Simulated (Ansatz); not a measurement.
We consider cubic perovskite LaAlO3 (cubic high-temperature phase), described by PBE-D4 (Ansatz, a first-principles code, PAW).

Settings: plane-wave cutoff 520 eV, 10×10×10 k mesh, Fermi–Dirac smearing 0.01 eV, scalar-relativistic PAW data made under PBE.

Computed points:

```tsv
V (Å³/atom)	E − E_lowest (meV/atom)	P (GPa)
10.199	27.24	14.14
10.416	11.68	8.93
10.633	2.82	4.23
10.850	0.00	0.01
11.067	2.61	-3.79
11.284	10.10	-7.22
11.501	22.00	-10.30
```

**Question.** Estimate the bulk modulus and its pressure derivative from these points.

**Answer.** V0 = 10.851 Å³/atom, B0 = 200 GPa, B′ = 4.2 (fit to the energies at full precision).

Measured, for comparison: bulk modulus 215 ± 4 GPa (room temperature, not corrected to a static lattice, cubic phase above 14 GPa, extrapolated to zero pressure; as tabulated in Guennou et al. (2011), arXiv:1105.1276). Computed (rounded) less measured: bulk modulus -7 %.

Note: the relaxation could not lower the start's symmetry, so the cell can be a saddle point above a distorted one.

Spin–orbit coupling is not included.

Static lattice: no zero-point or thermal effects.
